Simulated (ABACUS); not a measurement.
# MgO (Fm-3m) in ABACUS: single point with BLYP

Aim: the single point of MgO with BLYP.

Program: ABACUS 3.10.1. These are calculated values, not measurements. Logs are shortened: lines on timing, memory, paths and dates and some standing lists are left out, and cuts for length are marked.

**The experiment to reproduce.**

From “Electronic structure of alkaline earth and post-transition metal oxides”, 2009, arxiv:0908.1581, for a bulk crystal of MgO: band gap 7.83 eV.

The results are compared with them further down.

## (1) Starting point

Symmetry: Fm-3m, No. 225, cubic system. The conventional cell has a = 4.194 Å, b = 4.194 Å, c = 4.194 Å, α = 90.00°, β = 90.00°, γ = 90.00°. Mg (site symmetry m-3m) is surrounded by 6 O at 2.10 Å. O (site symmetry m-3m) is surrounded by 6 Mg at 2.10 Å.

The cell is a database's computed one.

## (2) Single point, BLYP

File INPUT:

```
INPUT_PARAMETERS
suffix              MgO
calculation         scf
basis_type          lcao
pseudo_dir          ./
orbital_dir         ./
symmetry            1
dft_functional      GGA_X_B88+GGA_C_LYP
ecutwfc             100
pseudo_rcut         10
nspin               1
nbands              18
ks_solver           genelpa
smearing_method     fd
smearing_sigma      0.00367493
scf_thr             1e-07
scf_nmax            100
mixing_type         broyden
mixing_beta         0.7
cal_force           1
cal_stress          1
out_mul             1
out_chg             1
```

File STRU:

```
ATOMIC_SPECIES
Mg 24.3050 12_Mg_10_1.9_2.0_pbe_v1.0.upf
O 15.9990 08_O_6_1.2_1.4_pbe_n_v1.0.upf

NUMERICAL_ORBITAL
Mg_confined-atom_8au_3s2p1d.orb
O_confined-atom_6au_2s2p1d.orb

LATTICE_CONSTANT
1.8897261246

LATTICE_VECTORS
0.0000000000 2.0970013927 2.0970013927
2.0970013927 0.0000000000 2.0970013927
2.0970013927 2.0970013927 0.0000000000

ATOMIC_POSITIONS
Cartesian

Mg
0.0
1
0.0000000000 0.0000000000 0.0000000000 1 1 1

O
0.0
1
2.0970013927 2.0970013927 2.0970013927 1 1 1
```

File KPT:

```
K_POINTS
0
Gamma
10 10 10 0 0 0
```

Potentials or basis: SPMS ONCV 1.0 PBE, DZP LCAO (the cutoffs set its grid).

Run with:

```bash
$ OMP_NUM_THREADS=1 mpirun -np 4 abacus > log
```

running log:

```text
ABACUS v3.10.1

               Atomic-orbital Based Ab-initio Computation at UStc

 ------------------------------------------------------------------------------------

 READING GENERAL INFORMATION
                           global_out_dir = OUT.MgO/
                           global_in_card = INPUT
                               pseudo_dir = ./
                              orbital_dir = ./
                                    DSIZE = 4
                                    GSIZE = 1

 READING UNITCELL INFORMATION
                                    ntype = 2
                  lattice constant (Bohr) = 1.88973
              lattice constant (Angstrom) = 1

 READING ATOM TYPE 1
                               atom label = Mg
                      L=0, number of zeta = 3
                      L=1, number of zeta = 2
                      L=2, number of zeta = 1
             number of atom for this type = 1

 READING ATOM TYPE 2
                               atom label = O
                      L=0, number of zeta = 2
                      L=1, number of zeta = 2
                      L=2, number of zeta = 1
             number of atom for this type = 1

                        TOTAL ATOM NUMBER = 2
CARTESIAN COORDINATES ( UNIT =       1.889726124600 Bohr ).
    atom                   x                   y                   z     mag                  vx                  vy                  vz
tauc_Mg1            0.0000000000        0.0000000000        0.0000000000  0.0000        0.0000000000        0.0000000000        0.0000000000
tauc_O1            2.0970013927        2.0970013927        2.0970013927  0.0000        0.0000000000        0.0000000000        0.0000000000

                          Volume (Bohr^3) = 124.458
                             Volume (A^3) = 18.4427

 Lattice vectors: (Cartesian coordinate: in unit of a_0)
                   +0              +2.097              +2.097
               +2.097                  +0              +2.097
               +2.097              +2.097                  +0
 Reciprocal vectors: (Cartesian coordinate: in unit of 2 pi/a_0)
            -0.238436           +0.238436           +0.238436
            +0.238436           -0.238436           +0.238436
            +0.238436           +0.238436           -0.238436
 The esolver type has been set to : ksdft_lcao

                PAO radial cut off (Bohr) = 10

 Read in pseudopotential file is 12_Mg_10_1.9_2.0_pbe_v1.0.upf
                     pseudopotential type = NC
          exchange-correlation functional = PBE
                 nonlocal core correction = 0
                        valence electrons = 10
                                     lmax = 1
                           number of zeta = 3
                     number of projectors = 4
                           L of projector = 0
                           L of projector = 0
                           L of projector = 1
                           L of projector = 1
 XC functional updated to : GGA_X_B88+GGA_C_LYP
          exchange-correlation functional = GGA_X_B88+GGA_C_LYP
                PAO radial cut off (Bohr) = 10

 Read in pseudopotential file is 08_O_6_1.2_1.4_pbe_n_v1.0.upf
                     pseudopotential type = NC
          exchange-correlation functional = PBE
                 nonlocal core correction = 1
                        valence electrons = 6
                                     lmax = 2
                           number of zeta = 2
                     number of projectors = 5
                           L of projector = 0
                           L of projector = 0
                           L of projector = 1
                           L of projector = 1
                           L of projector = 2
 XC functional updated to : GGA_X_B88+GGA_C_LYP
          exchange-correlation functional = GGA_X_B88+GGA_C_LYP
     initial pseudo atomic orbital number = 9

 SETUP THE ELECTRONS NUMBER
            electron number of element Mg = 10
      total electron number of element Mg = 10
             electron number of element O = 6
       total electron number of element O = 6
            AUTOSET number of electrons:  = 16
                           occupied bands = 8
                                   NLOCAL = 27
                                   NBANDS = 18
                                   NBANDS = 18
                                   NLOCAL = 27

%%%%%%%%%%%%%%%%%%%%%%%%%%%%%%%%%%%%%%%%%%%%%%%%%%%%%%%%%%%%%%%%%%%%%%%%%%%%%%%%%%%%%%%%%%%%%%%%%%%%%%%%%%
 Warning: the number of valence electrons in pseudopotential > 2 for Mg: [Ne] 3s2
 Pseudopotentials with additional electrons can yield (more) accurate outcomes, but may be less efficient.
 If you're confident that your chosen pseudopotential is appropriate, you can safely ignore this warning.
[... 69 lines left out ...]
                     BRAVAIS LATTICE NAME = 02. Cubic I (body-centered)
                                    ibrav = 2
                       right hand lattice = 1
(for k-lattice: )
                             BRAVAIS TYPE = 2
                     BRAVAIS LATTICE NAME = 02. Cubic I (body-centered)
                                    ibrav = 2
                       right hand lattice = 1
                        ROTATION MATRICES = 48
                               nkstot_ibz = 47
K-POINTS REDUCTION ACCORDING TO SYMMETRY
     IBZ    DIRECT_X    DIRECT_Y    DIRECT_Z  WEIGHT  ibz2bz
       1  0.00000000  0.00000000  0.00000000  0.0010       0
       2  0.10000000  0.10000000  0.10000000  0.0080       1
       3  0.20000000  0.20000000  0.20000000  0.0080       2
       4  0.30000000  0.30000000  0.30000000  0.0080       3
       5  0.40000000  0.40000000  0.40000000  0.0080       4
       6  0.50000000  0.50000000  0.50000000  0.0040       5
[... 22 lines left out ...]
      29  0.50000000  0.50000000  0.10000000  0.0240      45
      30 -0.20000000  0.40000000  0.40000000  0.0120      46
[... 17 further k points ...]

                               nkstot now = 47
[... K-POINTS DIRECT COORDINATES: 47 rows ...]

           k-point number in this process = 47
       minimum distributed K point number = 47
[... stars of the k points ...]

[... K-POINTS CARTESIAN COORDINATES: 47 rows ...]

[... K-POINTS DIRECT COORDINATES: 47 rows ...]

 SETUP PLANE WAVES FOR WAVE FUNCTIONS
     energy cutoff for wavefunc (unit:Ry) = 100
              fft grid for wave functions = [ 36, 36, 36 ]
                    number of plane waves = 2891
                         number of sticks = 265

 PARALLEL PW FOR WAVE FUNCTIONS
     PROC   COLUMNS(POT)             PW
        1             66            722
        2             66            722
        3             66            724
        4             67            723
 --------------- sum -------------------
        4            265           2891

 SET NONLOCAL PSEUDOPOTENTIAL PROJECTORS
 SET NONLOCAL PSEUDOPOTENTIAL PROJECTORS
 max number of nonlocal projetors among all species is 5

 -------------------------------------------
 SELF-CONSISTENT
 -------------------------------------------

 SETUP SEARCHING RADIUS FOR PROGRAM TO SEARCH ADJACENT ATOMS
                  longest orb rcut (Bohr) = 8
   longest nonlocal projector rcut (Bohr) = 2.02
                     search radius (Bohr) = 20
              searching radius is (Bohr)) = 20
         searching radius unit is (Bohr)) = 1.89
                         PeriodicBoundary = 1
                        Radius(unit:lat0) = 10.6
                                   glayer = [ 6, 6, 6 ]
                             glayer_minus = [ 5, 5, 5 ]

Find the coordinate range of the input atom(unit:lat0).
                                  min_tau = [ -21, -21, -21 ]
                                  max_tau = [ 23.1, 23.1, 23.1 ]
                                BoxNumber = [ 11, 11, 11 ]

 SETUP EXTENDED REAL SPACE GRID FOR GRID INTEGRATION
                          real space grid = [ 36, 36, 36 ]
                 big cell numbers in grid = [ 12, 12, 12 ]
             meshcell numbers in big cell = [ 3, 3, 3 ]
                        extended fft grid = [ 21, 21, 21 ]
                dimension of extened grid = [ 55, 55, 55 ]
                            UnitCellTotal = 125
              Atom number in sub-FFT-grid = 2
    Local orbitals number in sub-FFT-grid = 27
                                ParaV.nnr = 29008
                                 init_chg = atomic

 LCAO ALGORITHM --------------- ION=   1  ELEC=   1--------------------------------

 Density error is 0.116077481514
----------------------------------------------------------
     Energy           Rydberg                 eV
----------------------------------------------------------
 E_KohnSham     -145.0662117008      -1973.7270664053
 E_Harris       -144.1343910345      -1961.0489958297
 E_Fermi        0.8997570884         12.2418232178
----------------------------------------------------------
[... 80 lines left out ...]
 Density error is 1.54119439764e-08
----------------------------------------------------------
     Energy           Rydberg                 eV
----------------------------------------------------------
 E_KohnSham     -145.2365422538      -1976.0445324696
 E_KS(sigma->0) -145.2365422538      -1976.0445324696
 E_Harris       -145.2365423547      -1976.0445338424
 E_band         -20.6759634853       -281.3109150402
 E_one_elec     -61.6180514653       -838.3565995850
 E_Hartree      34.6946491916        472.0449191167
 E_xc           -23.1383742891       -314.8137327884
 E_Ewald        -95.1747656910       -1294.9191192130
 E_entropy(-TS) -0.0000000000        -0.0000000000
 E_descf        0.0000000000         0.0000000000
 E_exx          0.0000000000         0.0000000000
 E_Fermi        0.9488050750         12.9091553109
----------------------------------------------------------

 charge density convergence is achieved
 final etot is -1976.0445325 eV
 EFERMI = 12.909155311 eV

 STATE ENERGY(eV) AND OCCUPATIONS    NSPIN == 1
 1/47 kpoint (Cartesian) = 0.0000 0.0000 0.0000 (520 pws)
       1       -63.6757     0.00200000
       2       -30.4137     0.00200000
       3       -30.4137     0.00200000
       4       -30.4137     0.00200000
       5       -8.19806     0.00200000
       6        9.08531     0.00200000
[... 98 lines left out ...]
       5       -6.84087     0.00800000
       6        4.42805     0.00800000
[... 10 lines left out ...]
      17        44.0043        0.00000
      18        44.0043        0.00000

[... levels at 41 further k points ...]

 correction force for each atom along direction 1 is -6.12573e-14
 correction force for each atom along direction 2 is -1.47486e-15
 correction force for each atom along direction 3 is 8.64101e-14
------------------------------------------------------------------------------------------
 TOTAL-FORCE (eV/Angstrom)
------------------------------------------------------------------------------------------
                       Mg1         0.0000000000         0.0000000000         0.0000000000
                        O1         0.0000000000         0.0000000000         0.0000000000
------------------------------------------------------------------------------------------

----------------------------------------------------------------
 TOTAL-STRESS (KBAR)
----------------------------------------------------------------
        99.8293684088         0.0000000000        -0.0000000000
         0.0000000000        99.8293684088         0.0000000000
         0.0000000000         0.0000000000        99.8293684088
----------------------------------------------------------------
 TOTAL-PRESSURE: 99.829368 KBAR

 --------------------------------------------
 !FINAL_ETOT_IS -1976.0445324696377156 eV
 --------------------------------------------
```

It took 4.3 s on 4 MPI ranks of Intel Xeon Platinum 8488C (Sapphire Rapids), shared host; peak memory 0.36 GiB.

Results:

- Free energy: -1976.0445 eV
- Pressure: 10.0 GPa
- Band gap on the k mesh: 5.04 eV, direct
- Mulliken charges: Mg +1.13; O -1.13 e

Caveat: the atomic orbitals were generated for these runs and aren't a published set; Mulliken charges move with the basis; the potentials were made for another functional, which shifts forces and pressure; the basis of atomic orbitals isn't converged, which shifts pressures, moduli and gaps.

## (3) Comparison with measurements

Step 2. Against the measured gap of MgO, 7.83 eV (quoted in “Electronic structure of alkaline earth and post-transition metal oxides”, 2009, arxiv:0908.1581), the calculated 5.04 eV is off by -2.79 eV. The value is that of BLYP in an atomic basis (SPMS ONCV 1.0 PBE, DZP LCAO (the cutoffs set its grid)), whose error adds to the functional's,, without temperature or zero-point motion. Semilocal functionals fall short of measured gaps as a rule. The cell is a database's relaxed one, not the measured one, which moves gaps too.
